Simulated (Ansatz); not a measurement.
The system is CoO.

```
Co O
1.0
    -1.50800    1.50800    2.10725
     1.50800   -1.50800    2.10725
     1.50800    1.50800   -2.10725
Co O
1 1
Cartesian
  0.0000 0.0000 0.0000
  0.0000 0.0000 2.1072
```

Base run:

```yaml
Program: Ansatz 0.2.0
Functional: PBEsol
Potentials_or_basis: all-electron LAPW, scalar-relativistic
Cutoff: 369 eV
Density_cutoff: 1474 eV
Basis_error_allowed: 0.001 eV/atom
k_mesh: 12 × 12 × 12
Occupations: fermi-dirac, width 0.05 eV
Spin: collinear spin, ferromagnetic start
Starting_moments: "[2.0, 0.0] μB"
```

Its results: pressure -9.2 GPa.

Question: After a change of settings the same cell gave: pressure -27.3 GPa. Which change was it?
A. potentials or basis from all-electron LAPW, scalar-relativistic to all-electron LAPW, inner shells corrected to Dirac's equation
B. spin from collinear spin, ferromagnetic start to no spin polarisation
C. occupations from fermi-dirac, width 0.05 eV to gaussian, width 0.1 eV
D. functional from PBEsol to LDA

Answer: B.

Caveats: a cell with one magnetic atom can't hold antiferromagnetic order, which such compounds often take (some runs); an odd number of electrons without spin polarisation forces a metal (some runs); a magnetic or distorted state may lie lower (some runs).

Not every run made on this cell is shown here.
